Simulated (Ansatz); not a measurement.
# Se (P4/mmm) in Ansatz: single point with PBE

Aim: the single point of Se with PBE.

Program: Ansatz 0.2.0. These are calculated values, not measurements. Logs are shortened: lines on timing, memory, paths and dates and some standing lists are left out, and cuts for length are marked.

## Step 1: The cell of the first run

It takes space group P4/mmm (No. 123, tetragonal). Conventional cell: a = 2.811 Å, b = 2.811 Å, c = 2.782 Å, α = 90.00°, β = 90.00°, γ = 90.00°. Around Se (site symmetry 4/mmm) lie 6 Se at 2.78 to 2.81 Å.

This isn't the form of Se at room conditions, which is trigonal, of chains.

## Step 2: Single point, PBE (strained by -1 %)

input.yaml reads:

```yaml
crystal:
  lattice:
    - [2.81056302, 0.0, 0.0]
    - [0.0, 2.81056302, 0.0]
    - [0.0, 0.0, 2.7824573898]
  atoms:
    - { symbol: Se, position: [0.0, 0.0, 0.0] }
hamiltonian:
  xc: pbe
  pseudopotentials: { kind: paw }
kpoints:
  mp_grid: { grid: [9, 9, 9] }
scf:
  occupations: { method: fermi_dirac, width: 0.05 }
output:
  forces: true
  stress: true
  eigenvalues: true
```

Potentials or basis: Ansatz PAW.

Run with:

```
$ ansatz run input.yaml --threads 2 --pin off --max-ram 5632MiB --backend cpu --events-out ev --progress --plain --runs-dir out
```

The log of the run:

```text
Warning: RAYON_NUM_THREADS=2 ignored (pool sized by the plan → 2); use --threads N
Engine: ansatz 0.2.0, aarch64-unknown-linux-gnu
Pseudopotentials: kind: paw
Pseudopotential: Se, paw, valence charge 16, recommended cutoff 420 eV (normal), Se.paw.azcp
Functional definition: PBE
  parameter kappa = 0.804
  parameter beta = 0.06672455060314922
  exchange = pbe_x(kappa = kappa, mu = beta*pi^2/3)
  correlation = pbe_c(beta = beta)
Crystal: 1 atoms, lattice volume = 21.979 Å³
Basis set: ecut = 420 eV, 437 PW (Γ), exchange–correlation on 40×40×40 points (8 copies of the dense FFT grid, shifted against one another)
Bands: 12, of which v1, the nominal top of the filled ones, is band 8 counted from 1 (7 counted from 0)
Symmetry: 16 space group operations
Space group: P4/mmm (ITA 123), of the structure as read, at distance tolerance 2.8e-5 Å
k-points: 75 of 729
Non-local potential: Se, projectors of the file, l = 0: 2, l = 1: 2, l = 2: 3, l = 3: 1
PAW form: soft (Blöchl's): semilocal exchange-correlation on the pseudo side does not see the compensation charge
PAW one-centre angular grid: Se, 590 points (default); XC on 64 Gauss nodes
Initial density: superposition of atomic densities (neutral atoms: chi_scale 0, normalization atom), corrected by the library's trained network
Initial wavefunctions: pseudopotential atomic-orbital guess
Functional: x = pbe(κ = 0.804, μ = 0.2195149727645171), c = pbe(β = 0.06672455060314922)
SCF iter   1: F=—  HF=-5468.900539 eV  |F-HF|=—  |Δ(HF+E_count)|=         —  Δρ=1.74e-3  dr2=7.67e-4  ethr=1.77e-3  ⟨swp⟩=5.3  Hψ=5421  notcnv=0
preconditioner: auto → LDOS  [metal: Δε(μ)=0.035 eV  Ē_g=14.838 eV  σ=0.050 eV  W_gap=0.17  n_scr=6 (ndim 8)  ℏωp=19.4 eV  f_vac=0.022  D(μ)=0.82/eV (n_scr^D=6)  β→1.0]
SCF iter   2: F=—  HF=-5468.900663 eV  |F-HF|=—  |Δ(HF+E_count)|=   1.24e-4  Δρ=4.52e-4  dr2=2.74e-5  ethr=4.79e-6  ⟨swp⟩=2.2  Hψ=2127  notcnv=0  defer=9
SCF iter   3: F=—  HF=-5468.900659 eV  |F-HF|=—  |Δ(HF+E_count)|=   3.33e-6  Δρ=1.37e-4  dr2=5.05e-6  ethr=1.72e-7  ⟨swp⟩=2.0  Hψ=1495  notcnv=0  defer=9
SCF iter   4: F=—  HF=-5468.900648 eV  |F-HF|=—  |Δ(HF+E_count)|=   1.14e-5  Δρ=4.76e-5  dr2=6.06e-7  ethr=3.16e-8  ⟨swp⟩=2.0  Hψ=1487  notcnv=0  defer=9
iter 5 did not close the SCF: its close was put off for the readings that it lacked (scf_convergence_deferred on its scf_iter line)
SCF iter   5: F=-5468.900648 eV  HF=-5468.900648 eV  |F-HF|=2.00e-8  |Δ(HF+E_count)|=   2.56e-7  Δρ=8.57e-6  dr2=2.27e-8  ethr=3.79e-9  ⟨swp⟩=2.0  Hψ=1482  notcnv=0  defer=9
SCF iter   6: F=-5468.900648 eV  HF=-5468.900648 eV  |F-HF|=8.73e-11  |Δ(HF+E_count)|=   8.39e-9  Δρ=1.54e-6  dr2=5.84e-10  ethr=1.42e-10  ⟨swp⟩=2.6  Hψ=3288  notcnv=0
SCF 1 converged in 6 iterations: F = -5468.900648 eV  dr2 = 5.84e-10
SCF converged after 6 iterations
Free energy (F): -5468.900648 eV
Harris-Foulkes:  -5468.900648 eV  (|F-HF|=8.73e-11)
Internal energy: -5468.894333 eV  (E = F + TS)
E sigma→0 (E₀):  -5468.897490 eV
Entropy (-TS):   -0.006314 eV (-6.314 meV/atom)
Fermi energy:    10.270956 eV
--- Per-component energies (eV) ---
  E_band       = -361.984020
  E_kinetic    = 117.025132
  E_local      = -2213.714401  (includes V_loc(G=0)·N_el)
  E_nonlocal   = -594.039359
  E_hartree    = 1104.640006
  E_xc         = -103.753775
  E_vxc        = -97.580260  (∫ρ·V_xc dr)
  E_paw        = -1912.184224  (= ΣΔE_a)
  E_vpaw       = 217.046517  (= ΣTr[D̂ρ^β])
  E_aug_tail   = -0.000569  (compensation charges beyond the density's cutoff)
  E_ewald      = -1866.867144
  E_smearing   = -0.006314  (= −TS)
  E_closure    = 0.000000  (closes the sum)
  Σ components = -5468.900648   (vs F -5468.900648, Δ=0.00e0)
--- Forces (eV/Å), atoms counted from 1 ---
  atom   1  Se     0.00000000    -0.00000000     0.00000000
  max |Σ_I F_I| component: 1.23e-31 eV/Å
--- Stress (GPa, compression-positive) ---
        3.089146       0.000000       0.000000
        0.000000       3.089146       0.000000
        0.000000       0.000000       2.270645
  P = ⅓ Tr σ = 2.8163 GPa (28.163 kbar)
--- Band table (eV; the first three rows and the last of 75) ---
  k-point 0: bands = ["-38.3367", "-38.3246", "-38.3074", "-38.3074", "-38.3000", "-6.0194", "11.6147", "11.6147", "11.8822", "17.9713", "18.0003", "18.3706"]
  k-point 1: bands = ["-38.3333", "-38.3245", "-38.3083", "-38.3083", "-38.2999", "-5.8338", "10.1240", "11.7619", "11.7619", "18.1581", "18.2934", "20.4314"]
  k-point 2: bands = ["-38.3247", "-38.3242", "-38.3105", "-38.3105", "-38.2997", "-5.3037", "7.2871", "12.1661", "12.1661", "18.6948", "18.9510", "24.0762"]
  k-point 74: bands = ["-38.3211", "-38.3211", "-38.3126", "-38.2949", "-38.2858", "0.1967", "6.7855", "6.9338", "6.9930", "15.9928", "16.3025", "16.3764"]
```

Run time: 0.6 s. Hardware: 2 threads of Arm Neoverse V2, shared host; peak memory 0.27 GiB.

What came out:

* Free energy: -5468.9006 eV
* Pressure: 2.8 GPa
* Band gap on the k mesh: none (metal or under the smearing width)
